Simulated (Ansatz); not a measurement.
**Carrier properties of GeTe (R3m)**

Input:

```
GeTe
1.0
    2.09385     1.20889     3.69173
   -2.09385     1.20889     3.69173
    0.00000    -2.41777     3.69173
Ge Te
1 1
Direct
  0.99212   0.99212   0.99212
  0.52889   0.52889   0.52889
```

The numbers are results of r2SCAN with spin-orbit coupling, rigid bands (plane waves, PAW; Ansatz, a program for electronic structure), not measurements. Geometry: cell and atoms relaxed with r2SCAN.

| Property | Value |
|---|---|
| band gap | 0.47 eV |
| electron conductivity mass (300 K, dilute) | 0.33 (x), 0.33 (y), 0.109 (z) mₑ |
| hole conductivity mass (300 K, dilute) | 0.195 (x), 0.195 (y), 0.29 (z) mₑ |
| effective density of states N_c (300 K) | 1.5e19 cm⁻³ |
| effective density of states N_v (300 K) | 2.4e19 cm⁻³ |
| density-of-states mass, electrons | 0.72 mₑ |
| density-of-states mass, holes | 0.96 mₑ |
| Seebeck coefficient, n-type 1e19 cm⁻³, 300 K | -250 μV/K |
| Seebeck coefficient, p-type 1e19 cm⁻³, 300 K | 284 μV/K |
| best p-type power factor at 300 K for τ = 10 fs (best axis; densities from 1e16 to 1e21 cm⁻³ tried, whether or not they can be reached) | 23 μW/(cm·K²) at 1e20 cm⁻³ |

Rigid bands; masses and Seebeck coefficients take one relaxation time τ for all states and one kind of carrier; polarons and phonon drag are left out.
